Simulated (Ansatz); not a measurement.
**EuS: single point with PBE**

**The experiment to reproduce.**

From “Crystal-field mediated electronic transitions of EuS up to 35 GPa”, 2022, pmc:8786971, for a powder of EuS at 300 K: band gap 1.72 eV (optical).

EuS:

```
Eu S
1.0
     0.00000    2.97850    2.97850
     2.97850    0.00000    2.97850
     2.97850    2.97850    0.00000
Eu S
1 1
Cartesian
  0.0000 0.0000 0.0000
  2.9785 2.9785 2.9785
```

```
Program             : Ansatz 0.2.0
Task                : single point
Functional          : PBE
Potentials or basis : Ansatz PAW
Cutoff              : 420 eV (not typed: the program's choice for these potentials)
k mesh              : 8 × 8 × 8
Occupations         : gaussian, width 0.011 eV
Spin                : collinear spin, ferromagnetic start
Starting moments    : [7.0, 0.0] μB
```

The pressure is -2.5 GPa. The band gap on the k mesh is none (metal or under the smearing width). The net moment is 6.99 μB per cell. The absolute moment is 7.12 μB per cell and the site moments are Eu +6.76; S -0.06 μB.

Levels at points of the mesh, in eV from the Fermi level:
Spin up:
| k point | band 12 | band 13 | band 14 | band 15 | band 16 | band 17 | band 18 | band 19 |
| --- | --- | --- | --- | --- | --- | --- | --- | --- |
| (0.00, 0.00, 0.00) | -0.21 | 0.10 | 0.10 | 0.10 | 0.88 | 1.15 | 1.15 | 1.15 |
| (0.00, 0.00, -0.50) | -0.25 | -0.25 | -0.22 | -0.21 | 3.00 | 3.29 | 3.71 | 3.71 |
| (0.00, -0.50, -0.50) | -0.27 | -0.27 | -0.23 | -0.05 | -0.05 | 3.15 | 3.31 | 4.58 |
Spin down:
| k point | band 6 | band 7 | band 8 | band 9 | band 10 | band 11 |
| --- | --- | --- | --- | --- | --- | --- |
| (0.00, 0.00, 0.00) | -2.56 | -2.56 | -2.56 | 1.49 | 1.91 | 1.91 |
| (0.00, 0.00, -0.50) | -5.07 | -3.69 | -3.69 | 2.89 | 4.05 | 4.05 |
| (0.00, -0.50, -0.50) | -3.69 | -2.91 | -2.91 | -0.08 | 3.99 | 4.03 |

It took 2.9 s on 2 threads of Arm Neoverse V2, with other jobs on the host, peak memory 0.37 GiB.

Against the measured gap of EuS, 1.72 eV (optical; 300 K; powder; “Crystal-field mediated electronic transitions of EuS up to 35 GPa”, 2022, pmc:8786971), the calculated 0.00 eV is off by -1.72 eV. So large a miss can be the level of theory's own, or it may mean another phase, state or a wrong row. Spin-orbit coupling on Eu is left out. The value is that of PBE on a finite k mesh, which can miss the band edges, without temperature or zero-point motion. Semilocal functionals fall short of measured gaps as a rule. The run's magnetic order (collinear spin, ferromagnetic start) needn't be the measured crystal's.

Caveat: spin-orbit coupling is left out, which moves the levels of the heavy elements; a cell with one magnetic atom can't hold antiferromagnetic order, which such compounds often take; without U or exact exchange the open f shell lies at the Fermi level, which spoils levels, moments and volumes. The state reached can hang on the start; a lower one may exist.
